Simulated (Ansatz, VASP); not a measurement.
Two plane-wave programs on BaS

```
Ba S
1.0
     0.00000    3.21439    3.21439
     3.21439    0.00000    3.21439
     3.21439    3.21439    0.00000
Ba S
1 1
Direct
  0.00000 0.00000 0.00000
  0.50000 0.50000 0.50000
```

Alike in both runs: functional PBE; k mesh 8 × 8 × 8; no spin polarisation.

Ansatz relaxed the structure, and its values are those at the end. VASP's run is a single point on that final structure, the one shown.

|  | VASP | Ansatz |
| --- | --- | --- |
| version | VASP 6.6.1 | Ansatz 0.2.0 |
| potentials or method | VASP PAW PBE potentials, release 64 (Ba_sv, S) | scalar-relativistic, plane waves, PAW |
| plane-wave cutoff (eV) | 520 | 420 |
| occupations | gaussian, width 0.01 eV | fixed |
| valence electrons in the cell | 16 | 16 |

|  | VASP | Ansatz | Ansatz less VASP |
| --- | --- | --- | --- |
| gap on the k mesh at the Fermi level (eV) | 2.14 | 2.23 | +0.095 |
| least direct gap on the mesh (eV) | 2.29 | 2.35 | +0.065 |
| pressure (GPa) | 0.5 | 0.0 | -0.55 |

Caveats: spin-orbit coupling is left out, which moves the levels of the heavy elements. A k mesh can miss the band edges.
